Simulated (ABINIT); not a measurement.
Here is an ABINIT 10.8.3 (patched build) calculation.

run.abi

```
# Datasets: ground state, then fixed potential
ndtset 2

# Pseudopotentials
pp_dirpath "./"
pseudos "Zn.LDA_PW-JTH.xml, S.LDA_PW-JTH.xml"

# Structure
acell 3.8212050455 3.8212050455 3.8212050455 Angstrom
rprim
     0.0000000000     0.7071067812     0.7071067812
     0.7071067812     0.0000000000     0.7071067812
     0.7071067812     0.7071067812     0.0000000000
ntypat 2
znucl 30 16
natom 2
typat 1 2
xcart
     7.6590599831     7.6590599831     7.6590599831
     0.0000000000     0.0000000000     0.0000000000

# Plane-wave basis
ecut 26.0
pawecutdg 48.0

# Exchange and correlation
ixc -208012
usekden 1
pawxcdev 0

# Bands and occupations
occopt 3
tsmear 0.00183747

# SCF cycle
nstep 100
diemix 0.3
optforces 0
optstress 0

# Output
iomode 3
prtwf 0
prteig 0
prtebands 0
enunit 1
prtden1 1
prtkden1 1

# Dataset 1
kptopt1 1
ngkpt1 9 9 9
nshiftk1 1
shiftk1 0.0 0.0 0.0
nband1 13
tolvrs1 1.0e-7

# Dataset 2: bands along G-X-W-K-G-L-U-W-L-K
iscf2 -2
getden2 1
getkden2 1
nband2 19
nbdbuf2 4
tolwfr2 1.0e-11
kptopt2 -9
ndivsm2 8
prteig2 1
prtvol2 -3
kptbounds2
     0.0000000000     0.0000000000     0.0000000000
     0.5000000000     0.0000000000     0.5000000000
     0.5000000000     0.2500000000     0.7500000000
     0.3750000000     0.3750000000     0.7500000000
     0.0000000000     0.0000000000     0.0000000000
     0.5000000000     0.5000000000     0.5000000000
     0.6250000000     0.2500000000     0.6250000000
     0.5000000000     0.2500000000     0.7500000000
     0.5000000000     0.5000000000     0.5000000000
     0.3750000000     0.3750000000     0.7500000000
```

Potentials or basis: JTH PAW LDA v2.0.

Command:

```console
$ abinit run.abi > log 2>&1
```

(1) What does it give for the band gap along the path?

(2) Predict the band gap on the k mesh.

## Answers

(1) 3.60 eV, direct.

(2) 3.60 eV, direct.

Caveat: the constant c of TB-mBJ comes from the pseudo density here, which moves gaps by up to 0.3 eV between sets of potentials.

**What was measured.**

“Electronic, vibrational, and thermodynamic properties of ZnS (zincblende and rocksalt structure)”, 2009, arxiv:0911.5022 quotes, for a bulk crystal of ZnS at 19 K: band gap 3.85 eV (direct).

A measured gap of ZnS is 3.85 eV (direct; 19 K; quoted in “Electronic, vibrational, and thermodynamic properties of ZnS (zincblende and rocksalt structure)”, 2009, arxiv:0911.5022); the calculated 3.60 eV misses it by -0.25 eV. The value is that of TB-mBJ, without temperature or zero-point motion.
